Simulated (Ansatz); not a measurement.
## Ag: single point with PBE

The system is Ag.

```xyz
1
Lattice="0.0000 2.0427 2.0427 2.0427 0.0000 2.0427 2.0427 2.0427 0.0000" Properties=species:S:1:pos:R:3 pbc="T T T"
Ag    0.0000    0.0000    0.0000
```

* Program: Ansatz 0.2.0
* Task: single point
* Functional: PBE
* Potentials or basis: all-electron LAPW, scalar-relativistic
* Cutoff: 240 eV (chosen from the basis error)
* Basis error allowed: 0.001 eV/atom
* k mesh: 11 × 11 × 11
* Occupations: gaussian, width 0.016 eV
* Spin: no spin polarisation

```
Pressure               : 4.3 GPa
Band gap on the k mesh : none (metal or under the smearing width)
```

Levels at points of the mesh, in eV from the Fermi level:
```tsv
k point	band 8	band 9	band 10	band 11	band 12	band 13
(0.00, 0.00, 0.00)	-5.07	-4.03	-4.03	15.60	19.19	19.19
```

Wall time 5 s on 1 thread of Arm Neoverse V1, with other jobs on the host, peak memory 0.24 GiB.
